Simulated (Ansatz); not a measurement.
# GaAs: the cost of one run

Method: DFT PBE, scalar-relativistic, plane waves, PAW, in Ansatz 0.2.0.

The COD cell was measured well above room temperature, so it is larger than a cold one.

## Step 1: Starting point

Symmetry: Fm-3m, No. 225, cubic system. Conventional cell: a = 5.767 Å, b = 5.767 Å, c = 5.767 Å, α = 90.00°, β = 90.00°, γ = 90.00°. Ga (site symmetry m-3m) has 6 As at 2.88 Å as nearest neighbours. Around As (site symmetry m-3m) lie 6 Ga at 2.88 Å.

Coordinates:

```cif
data_structure
_symmetry_space_group_name_H-M 'Fm-3m'
_symmetry_Int_Tables_number 225
_cell_length_a 5.7669
_cell_length_b 5.7669
_cell_length_c 5.7669
_cell_angle_alpha 90.000
_cell_angle_beta 90.000
_cell_angle_gamma 90.000
_cell_volume 191.79
loop_
_atom_site_label
_atom_site_type_symbol
_atom_site_symmetry_multiplicity
_atom_site_Wyckoff_symbol
_atom_site_fract_x
_atom_site_fract_y
_atom_site_fract_z
_atom_site_occupancy
Ga1 Ga 4 a 0.00000 0.00000 0.00000 1
As1 As 4 b 0.50000 0.00000 0.00000 1
```

This is candidate A: rock salt type (Fm-3m, No. 225).

(A quick probe on a coarse mesh, which set the mesh and smearing, is not shown.)

## Step 3: Coarse relaxation (candidate A)

File input.yaml:

```yaml
crystal:
  lattice:
    - [0.0, 2.8834562447, 2.8834562447]
    - [2.8834562447, 0.0, 2.8834562447]
    - [2.8834562447, 2.8834562447, 0.0]
  atoms:
    - { symbol: Ga, position: [0.0, 0.0, 0.0] }
    - { symbol: As, position: [0.5, 0.5, 0.5] }
basis:
  ecutwfc: 420
kpoints:
  mp_grid: { grid: [6, 6, 6] }
hamiltonian:
  xc: pbe
scf:
  occupations: { method: gaussian, width: 0.1 }
  lower_state_search: "off"
output:
  forces: true
  stress: true
  eigenvalues: true
relax:
  adjacent_minimum: "off"
  f_tol: 0.04
  max_steps: 70
  cell: { stress_tol: 0.4 }
```

Command:

```sh
$ ansatz run input.yaml --threads 1 --pin off --max-ram 2560MiB --backend cpu --events-out ev --progress --plain --runs-dir out
```

Q: Estimate wall time and peak memory on 1 thread of Arm Neoverse V2, shared host.

About 5.4 s, with a peak of 0.31 GiB.
